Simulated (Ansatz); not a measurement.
Input and output of a relaxation of cell and atoms on InAs built on the h-MgO prototype (the plane-wave code Ansatz, r2SCAN). The starting cell comes from a relaxation with PBE.

```yaml
crystal:
  lattice:
    - [4.7278667491, 0.0, 0.0]
    - [-2.3639333745, 4.0944527104, 0.0]
    - [0.0, 0.0, 5.8965257475]
  atoms:
    - { symbol: In, position: [0.3333333333, 0.6666666667, 0.25] }
    - { symbol: In, position: [0.6666666667, 0.3333333333, 0.75] }
    - { symbol: As, position: [0.6666666667, 0.3333333333, 0.25] }
    - { symbol: As, position: [0.3333333333, 0.6666666667, 0.75] }
kpoints:
  mp_grid: { grid: [6, 6, 4] }
hamiltonian:
  xc: r2scan
scf:
  occupations: { method: fermi_dirac, width: 0.02 }
relax:
  f_tol: 0.005
  cell: {}
```

Some lines of the output have been replaced by numbered gaps.
```
Pseudopotential: In, paw, valence charge 13, recommended cutoff 500 eV (meta_gga)
Pseudopotential: As, paw, valence charge 15, recommended cutoff 500 eV (meta_gga)
Functional definition: r2SCAN
  parameter k0 = 0.174
  parameter k1 = 0.065
  parameter a1 = 4.9479
  exchange = r2scan_x(k0 = k0, k1 = k1, a1 = a1)
  correlation = r2scan_c
Crystal: 4 atoms, lattice volume = 114.145 Å³
Basis set: ecut = 500 eV, 2907 PW (Γ)
Bands: 34, of which v1, the nominal top of the filled ones, is band 28 counted from 1 (27 counted from 0)
Symmetry: 24 space group operations
Space group: P63/mmc (ITA 194)
k-points: 21 of 144
preconditioner: auto → LDOS  [metal: Δε(μ)=0.029 eV  σ=0.020 eV  ℏωp=20.9 eV  β→1.0]
relax step 1: F+E_penalty+E_count = -20953.23648909 eV  P = -1.964 GPa  Ω = 114.145 Å³
--- Relaxed structure (6 steps of the walk, 6 accepted, 1 SCFs on fresh bases) ---
[1]
```

**Question.** Fill in the blanks. They hold the relaxed structure.

**Answer.**
```
[1]
  F+E_penalty+E_count = -20953.27919277 eV
  cell:  # Å, volume = 110.2467 Å³
    - [4.607632, 0.000000, 0.000000]
    - [-2.303816, 3.990326, 0.000000]
    - [0.000000, 0.000000, 5.996244]
  atoms:
    - { symbol: In, position: [0.333333, 0.666667, 0.250000] }
    - { symbol: In, position: [0.666667, 0.333333, 0.750000] }
    - { symbol: As, position: [0.666667, 0.333333, 0.250000] }
    - { symbol: As, position: [0.333333, 0.666667, 0.750000] }
```
Only the leading digits can be foreseen; the rest is this run's record.

The walk took 6 steps and changed the volume by -3.4 %. The last SCF, on a fresh basis, lies 10.7 meV an atom below the first. Final cell: space group P6_3/mmc (No. 194), hexagonal; a = 4.608 Å, c = 5.996 Å in the conventional setting, 27.56 Å³ an atom. Around In lie 5 As at 2.66–3.00 Å; around As lie 5 In at 2.66–3.00 Å.

These are computed values for a spin-unpolarised cell that may be hypothetical; none is a measurement.

No spin-orbit coupling is included; it can move band edges with weight on the heavy atoms by tenths of an eV.
